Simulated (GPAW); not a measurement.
Crystal: Au.

```
Au
1.0
     2.74841    0.00000    0.00000
     0.00000    2.74841    0.00000
     0.00000    0.00000    2.74841
Au
1
Cartesian
  1.3742 1.3742 1.3742
```

The cell was built by a generator and needn't be a form met in nature.

- Program: GPAW 26.7.0
- Task: relaxation of cell and atoms
- Functional: PBEsol
- Dispersion: D3(BJ)+ATM
- Potentials or basis: PAW data sets generated in the run's folder for this functional
- Cutoff: 600 eV
- Basis: pw
- k mesh: 10 × 10 × 10
- Occupations: fermi-dirac, width 0.05 eV
- Spin: no spin polarisation

At the start: pressure -7.6 GPa; volume 20.76 Å³/atom.

Problem. How do energy, volume and symmetry change on relaxing?

Solution. Over 4 steps the energy falls by 33.8 meV/atom and the volume is 19.41 Å³/atom (-6.5 %); space group Pm-3m (No. 221, to 0.05 Å).

The path:
| step | energy change (eV) | largest force (eV/Å) | pressure (GPa) | volume (Å³) |
| --- | --- | --- | --- | --- |
| 1 | 0.0000 | 0.0000 | -7.58 | 20.76 |
| 2 | -0.0288 | 0.0000 | -3.19 | 19.90 |
| 3 | -0.0337 | 0.0000 | 0.43 | 19.35 |
| 4 | -0.0338 | 0.0000 | -0.03 | 19.41 |

Final structure:
```xyz
1
Lattice="2.6874 0.0000 0.0000 0.0000 2.6874 0.0000 0.0000 0.0000 2.6874" Properties=species:S:1:pos:R:3 pbc="T T T"
Au    1.3437    1.3437    1.3437
```

Caveat: with this Au data set, volumes or pressures lay over 1.5 % or 2 GPa off other programs in two to four cells of ten; later steps reuse the first step's grids; pairwise dispersion overbinds metals, which lowers pressure and volume.
